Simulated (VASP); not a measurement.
Write the native input for VASP 6.6.1 that does the following.

```yaml
Task: single point
Functional: PBE
Potentials_or_basis: VASP PAW PBE potentials, release 64 (Pt, Se)
Cutoff: 520 eV
k_mesh: 6 × 6 × 4
Occupations: fermi-dirac, width 0.02 eV
Spin: no spin polarisation
Dipole_correction: no
Further_INCAR_settings: ALGO = Normal; EDIFF = 1e-06; NBANDS = 18
```

The structure of PtSe2 lies in POSCAR:

```
PtSe2
1.0
    3.7286503858      0.0000000000      0.0000000000
   -1.8643251929      3.2291059560      0.0000000000
    0.0000000000      0.0000000000      5.2771564047
Pt Se
1 2
Direct
    0.0000000000      0.0000000000      0.0000000000
    0.3333333333      0.6666666667      0.2462189036
    0.6666666667      0.3333333333      0.7537810964
```

The cell was built by a generator and needn't be a form met in nature.

These files were run (other wordings do the same):

INCAR

```
PREC = Accurate ; ENCUT = 520
EDIFF = 1E-6 ; ISMEAR = -1
SIGMA = 0.02 ; LREAL = False
LASPH = True ; NELM = 60
ALGO = Normal ; ISIF = 2
LWAVE = False ; LCHARG = False
GGA = PE ; NBANDS = 18
```

KPOINTS

```
Automatic mesh
0
Gamma
  6 6 4
```

Potentials or basis: VASP PAW PBE potentials, release 64 (Pt, Se).

Command:

```sh
$ cat potpaw_PBE.64/Pt/POTCAR potpaw_PBE.64/Se/POTCAR > POTCAR
$ mpirun -np 1 vasp_std > vasp.out
```

It gave:

| Property | Result |
| --- | --- |
| Pressure | 3.8 GPa |
| Largest force | 0.172 eV/Å |
| Band gap on the k mesh | none (metal or under the smearing width) |

It took 38 s on 1 thread of Intel(R) Xeon(R) Platinum 8375C CPU @ 2.90GHz (Ice Lake) (shared host), peak memory 0.18 GiB.
